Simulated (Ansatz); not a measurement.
**ZnS: equation of state with PBE**

**What was measured.**

“Electronic, vibrational, and thermodynamic properties of ZnS (zincblende and rocksalt structure)”, 2009, arxiv:0911.5022 quotes, for a bulk crystal of ZnS: bulk modulus 76.9 GPa.

The system is ZnS.

```
Zn S
1.0
     0.00000    2.70200    2.70200
     2.70200    0.00000    2.70200
     2.70200    2.70200    0.00000
Zn S
1 1
Direct
  0.75000 0.75000 0.75000
  0.00000 0.00000 0.00000
```

```json
{
 "Program": "Ansatz 0.2.0",
 "Task": "equation of state",
 "Functional": "PBE",
 "Potentials or basis": "Ansatz PAW",
 "Cutoff": "420 eV",
 "Density cutoff": "1680 eV",
 "k mesh": "9 × 9 × 9",
 "Occupations": "fermi-dirac, width 0.05 eV",
 "Spin": "no spin polarisation"
}
```

| Quantity | Value |
| --- | --- |
| Equilibrium volume | 20.16 Å³/atom |
| Bulk modulus | 70 GPa |
| Pressure derivative of the bulk modulus | 4.4 |

Energy against volume, from the lowest point:
```csv
volume (Å³/atom),energy (meV/atom)
18.543,32.86
18.938,18.09
19.332,8.00
19.727,2.11
20.121,0.00
20.516,1.27
20.910,5.60
```

All runs of the series together: 16 s on 1 thread of Arm Neoverse V1 (shared host).

A measured bulk modulus of ZnS is 76.9 GPa (quoted in “Electronic, vibrational, and thermodynamic properties of ZnS (zincblende and rocksalt structure)”, 2009, arxiv:0911.5022); the calculated 70 GPa misses it by -9.6 %. The fit is for a static lattice scaled at fixed shape and fixed fractional positions.

PBE usually gives volumes a little too large and moduli too small.
